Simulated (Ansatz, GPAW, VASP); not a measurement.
**One calculation of Si, 3 ways**

```xyz
2
Lattice="0.0000 2.7219 2.7219 2.7219 0.0000 2.7219 2.7219 2.7219 0.0000" Properties=species:S:1:pos:R:3 pbc="T T T"
Si    2.7219    2.7219    2.7219
Si    4.0828    4.0828    4.0828
```

Alike in all runs: task single point; functional PBE; k mesh 8 × 8 × 8; occupations gaussian, width 0.025 eV; no spin polarisation; no spin-orbit coupling. Pressure is positive in compression and, in plane waves, holds the error of the finite cutoff.

| program and potentials | plane-wave cutoff (eV) | notes | band gap (eV) | pressure (GPa) |
| --- | --- | --- | --- | --- |
| Ansatz, all-electron LAPW, scalar-relativistic | - | - | ? | ? |
| GPAW, GPAW PAW data sets (gpaw-data 1.2.1) | 600 | - | 0.62 | 1.61 |
| VASP, PBE PAW files Si, 520 eV | 520 | - | 0.63 | 1.26 |

Problem. Estimate from the other rows what the run with Ansatz, all-electron LAPW, scalar-relativistic gave.

Solution. Band gap 0.63 eV; pressure 1.31 GPa. The other rows, which needn't bracket it: band gap 0.62 to 0.63; pressure 1.26 to 1.61.
